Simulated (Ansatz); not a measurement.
Gd: the change of energy less free atoms and pressure with volume per atom

Periodic Kohn-Sham DFT of a crystal at fixed atoms; pressure and stress are positive in compression; the energy is the free energy less that of spherical unpolarised free atoms; site moments are those in the method's own spheres, positive along +z. The results are calculated, by Ansatz 0.2.0.

Cell of the first row (space group P6_3/mmc, No. 194):
```
cell vectors (Å)
   3.5744     0.0000     0.0000
  -1.7872     3.0955     0.0000
   0.0000     0.0000     5.6846
atoms (fractions of the cell vectors)
Gd  0.33333  0.66667  0.25000
Gd  0.66667  0.33333  0.75000
```

Settings of every row: method all-electron LAPW; functional PBE; relativity scalar; k mesh 12x12x7; filling fermi-dirac; smearing width 0.05 eV; basis error target 0.5 meV/atom; nucleus gaussian.

Atom:
```csv
element,start moment (bohr magneton)
Gd,7
Gd,7
```

Limits: no spin-orbit coupling on heavy atoms; open f shell, the state may not be the lowest.

Limits of some rows: a known weakness of the program can leave such a cell on a higher state (row 1); a lower magnetic state may exist (row 1).

```csv
row,volume per atom (Å³),energy less free atoms (eV/atom),pressure (GPa),cell moment (bohr magneton)
1,31.448,-14.0928,2.523,15.264
2,32.276,?,?,?
3,33.103,-14.1083,0.546,15.312
4,33.931,-14.1089,-0.296,15.329
5,34.758,-14.1054,-1.049,15.344
```

Question: what energy less free atoms and pressure should row 2 give?

Worked fit of energy less free atoms. Take u = (V_r/V)^(2/3) − 1 with V_r = 33.517 Å³ an atom, which is twice the finite (Eulerian) strain; such expansions in the strain, on which the Birch-Murnaghan equation of state is built, carry the rest volume and the bulk modulus. The shown rows have u = 0.04339, 0.00832, -0.00815, -0.02395. Least squares give energy less free atoms = −14.10914 + 0.0335 × u + 7.905 × u² eV/atom; a straight line predicts inner rows, each left out in turn, worse (root mean square 0.0055 against 3e-05 eV/atom). All shown rows lie on it to the printed digit. The withheld row has u = 0.02547, so the fit gives −14.10914 + 0.0335 × (0.02547) + 7.905 × (0.02547)² = -14.1032 eV/atom.

The calculation gave -14.1031 eV/atom. The fit lies 0.0001 eV/atom (0.62 % of the column's range) below it, one unit of the last digit.

Worked fit of pressure. Take u = (V_r/V)^(2/3) − 1 with V_r = 33.517 Å³ an atom, which is twice the finite (Eulerian) strain; such expansions in the strain, on which the Birch-Murnaghan equation of state is built, carry the rest volume and the bulk modulus. The shown rows have u = 0.04339, 0.00832, -0.00815, -0.02395. Least squares give pressure = 0.1137 + 51.037 × u + 103.48 × u² GPa; a straight line predicts inner rows, each left out in turn, worse (root mean square 0.071 against 0.0013 GPa). The rows lie off it by 0.000, 0.001, -0.001, 0.000. The withheld row has u = 0.02547, so the fit gives 0.1137 + 51.037 × (0.02547) + 103.48 × (0.02547)² = 1.481 GPa.

The calculation gave 1.485 GPa. The fit lies 0.004 GPa (0.11 % of the column's range) below it; its largest miss of a shown row is 0.001 GPa.

The other values of row 2: cell moment 15.291 bohr magneton.
